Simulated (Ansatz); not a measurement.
## Li5NbO5 under strain

These are results of DFT PBEsol, scalar-relativistic, plane waves, PAW in Ansatz, not measurements. Run with 420 eV cutoff, 6×6×4 k-mesh, Gaussian smearing of 0.02 eV, no spin polarisation.

Starting point, cell and atoms relaxed:

```yaml
crystal:
  lattice:
    - [4.82426, -2.00399, 0.00325]
    - [4.82426, 2.00399, 0.00325]
    - [-1.86040, 0.00000, 5.46899]
  atoms:
    - { symbol: Li, position: [0.71117, 0.71117, 0.34325] }
    - { symbol: Li, position: [0.69058, 0.69058, 0.86211] }
    - { symbol: Li, position: [0.00000, 0.00000, 0.50000] }
    - { symbol: Li, position: [0.30942, 0.30942, 0.13789] }
    - { symbol: Li, position: [0.28883, 0.28883, 0.65675] }
    - { symbol: Nb, position: [0.00000, 0.00000, 0.00000] }
    - { symbol: O, position: [0.85361, 0.85361, 0.17383] }
    - { symbol: O, position: [0.84234, 0.84234, 0.68178] }
    - { symbol: O, position: [0.50000, 0.50000, 0.00000] }
    - { symbol: O, position: [0.15766, 0.15766, 0.31822] }
    - { symbol: O, position: [0.14639, 0.14639, 0.82617] }
```

Deformation: biaxial strain in the a-b plane, with the length and tilt of c and the atoms relaxed, all within the symmetry that the strain leaves. Energies are extrapolated to zero smearing. Gaps are Kohn–Sham gaps over the whole zone.

```csv
strain (%),ΔE (meV/atom),a (Å),b (Å),c (Å),gap (eV)
-3.0,16.0,5.067,5.067,5.808,3.11
-1.5,3.8,5.146,5.146,5.789,3.14
+0.0,0.0,5.224,5.224,5.777,3.15
+1.5,3.5,5.302,5.302,5.767,3.14
+3.0,13.4,5.381,5.381,5.762,3.10
```

Problem. What stiffness (1/V) d²E/dε² at zero strain does a cubic fit over all points give?

Solution. A cubic fit gives (1/V) d²E/dε² = 544 GPa at zero strain (twice the biaxial modulus).

Problem. How does the free axis c answer a small strain?

Solution. Between the innermost points its strain is -0.13 times the applied one.

Problem. How fast does the gap move with strain on either side?

Solution. 7 meV per percent on the compressed side and -6 meV per percent on the stretched side; it is indirect at -1.5 %, indirect at zero and indirect at +1.5 %.

Cost: 5 runs of about 7.5 core-minutes in all, on Arm Neoverse V1 (shared hosts).